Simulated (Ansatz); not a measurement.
# Cost of a DFT run on SiO2

```yaml
crystal:
  lattice:
    - [-6.90518667, 6.90518667, 3.216945675]
    - [6.90518667, -6.90518667, 3.216945675]
    - [6.90518667, 6.90518667, -3.216945675]
  atoms:
    - { symbol: Si, position: [0.98529325, 0.12002089, 0.86527236] }
    - { symbol: Si, position: [0.87002089, 0.50474853, 0.63472764] }
    - { symbol: Si, position: [0.87002089, 0.23529325, 0.36527236] }
    - { symbol: Si, position: [0.76470675, 0.12997911, 0.63472764] }
    - { symbol: Si, position: [0.49525147, 0.12997911, 0.36527236] }
    - { symbol: Si, position: [0.25474853, 0.12002089, 0.13472764] }
    - { symbol: Si, position: [0.87997911, 0.74525147, 0.86527236] }
    - { symbol: Si, position: [0.87997911, 0.01470675, 0.13472764] }
    - { symbol: Si, position: [0.5, 0.5, 0.0] }
    - { symbol: Si, position: [0.25, 0.75, 0.5] }
    - { symbol: O, position: [0.875, 0.125, 0.75] }
    - { symbol: O, position: [0.875, 0.625, 0.75] }
    - { symbol: O, position: [0.875, 0.125, 0.25] }
    - { symbol: O, position: [0.375, 0.125, 0.25] }
    - { symbol: O, position: [0.904418, 0.095582, 0.0] }
    - { symbol: O, position: [0.845582, 0.345582, 0.691164] }
    - { symbol: O, position: [0.654418, 0.154418, 0.308836] }
    - { symbol: O, position: [0.095582, 0.904418, 0.0] }
    - { symbol: O, position: [0.845582, 0.154418, 0.5] }
    - { symbol: O, position: [0.904418, 0.904418, 0.808836] }
    - { symbol: O, position: [0.095582, 0.095582, 0.191164] }
    - { symbol: O, position: [0.654418, 0.345582, 0.5] }
    - { symbol: O, position: [0.26060711, 0.35625752, 0.90434959] }
    - { symbol: O, position: [0.10625752, 0.70190793, 0.59565041] }
    - { symbol: O, position: [0.10625752, 0.51060711, 0.40434959] }
    - { symbol: O, position: [0.48939289, 0.89374248, 0.59565041] }
    - { symbol: O, position: [0.29809207, 0.89374248, 0.40434959] }
    - { symbol: O, position: [0.45190793, 0.35625752, 0.09565041] }
    - { symbol: O, position: [0.64374248, 0.54809207, 0.90434959] }
    - { symbol: O, position: [0.64374248, 0.73939289, 0.09565041] }
kpoints:
  mp_grid: { grid: [4, 4, 4] }
scf:
  occupations: { method: fermi_dirac, width: 0.02 }
hamiltonian:
  xc: pbe
  pseudopotentials: { kind: paw }
output:
  forces: true
  stress: true
  populations: true
  efg: { quadrupole_moments_barn: { O: -0.02558 }, contact_densities: true }
```

```sh
ansatz run input.yaml --threads 1 --pin off --max-ram 2560MiB --backend cpu --events-out ev --progress --plain --runs-dir out
```

It runs on 1 thread of Arm Neoverse V1 (aarch64; 8 cores open to the job, memory cap 2.5 GiB, no GPU), a shared host with a load of 0.6 a core.

(1) How much time and memory should be set aside?

## Answers

(1) About 1.9 min of wall time (1.9 min of CPU time) and 1.2 GiB. The run holds 160 valence electrons in 110 bands, about 11983 plane waves a k-point and 13 irreducible k-points, and took 7 SCF iterations. Times on a shared host vary by tens of per cent.
